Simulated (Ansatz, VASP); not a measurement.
**ZrC: VASP beside Ansatz**

```
CELL_PARAMETERS angstrom
0.00000 2.30429 2.30429
2.30429 0.00000 2.30429
2.30429 2.30429 0.00000
ATOMIC_POSITIONS crystal
Zr 0.50000 0.50000 0.50000
C 0.00000 0.00000 0.00000
```

Alike in both runs: functional PBEsol; k mesh 18 × 18 × 18; occupations fermi-dirac, width 0.1 eV; no spin polarisation.

Ansatz relaxed the structure, and its values are those at the end. VASP's run is a single point on that final structure, the one shown.

|  | VASP | Ansatz |
| --- | --- | --- |
| version | VASP 6.6.1 | Ansatz 0.2.0 |
| potentials or method | VASP PAW PBE potentials, release 64 (Zr_sv, C) | PAW with Ansatz's default frozen-core files, scalar-relativistic |
| plane-wave cutoff (eV) | 520 | 420 |
| valence electrons in the cell | 16 | 16 |

Ansatz gave:

| Property | Result |
| --- | --- |
| pressure (GPa) | 10.0 |

Task: Estimate VASP's values.

Result: Pressure (GPa): 10.4.

With one functional, cell and mesh, what is left measures potentials, basis and numerics.

Caveats: the PAW data sets were made with another functional, which shifts forces and pressure a little (VASP).
